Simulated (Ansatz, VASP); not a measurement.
**Two plane-wave programs on Br**

```
CELL_PARAMETERS angstrom
3.12176 -1.96671 0.00000
3.12176 1.96671 0.00000
0.00000 0.00000 8.36387
ATOMIC_POSITIONS crystal
Br 0.16523 0.83477 0.12065
Br 0.66523 0.33477 0.37935
Br 0.83477 0.16523 0.87935
Br 0.33477 0.66523 0.62065
```

Alike in both runs: functional PBE; dispersion D3(BJ); k mesh 8 × 8 × 4; occupations gaussian, width 0.02 eV; no spin polarisation.

Ansatz relaxed the structure, and its values are those at the end. VASP's run is a single point on that final structure, the one shown.

|  | VASP | Ansatz |
| --- | --- | --- |
| version | VASP 6.6.1 | Ansatz 0.2.0 |
| potentials or method | VASP PAW PBE potentials, release 64 (Br) | scalar-relativistic, plane waves, PAW |
| plane-wave cutoff (eV) | 520 | 420 |
| valence electrons in the cell | 28 | 28 |

|  | VASP | Ansatz | Ansatz less VASP |
| --- | --- | --- | --- |
| gap on the k mesh at the Fermi level (eV) | 1.12 | 1.12 | -0.001 |
| least direct gap on the mesh (eV) | 1.45 | 1.45 | -0.001 |
| pressure (GPa) | 4.0 | 4.0 | -0.01 |
| rms of the force components (eV/Å) | 0.003 | 0.001 | -0.0018 |

A k mesh can miss the band edges. Expect the measured gap to be larger: semilocal functionals such as PBE lack the derivative discontinuity.
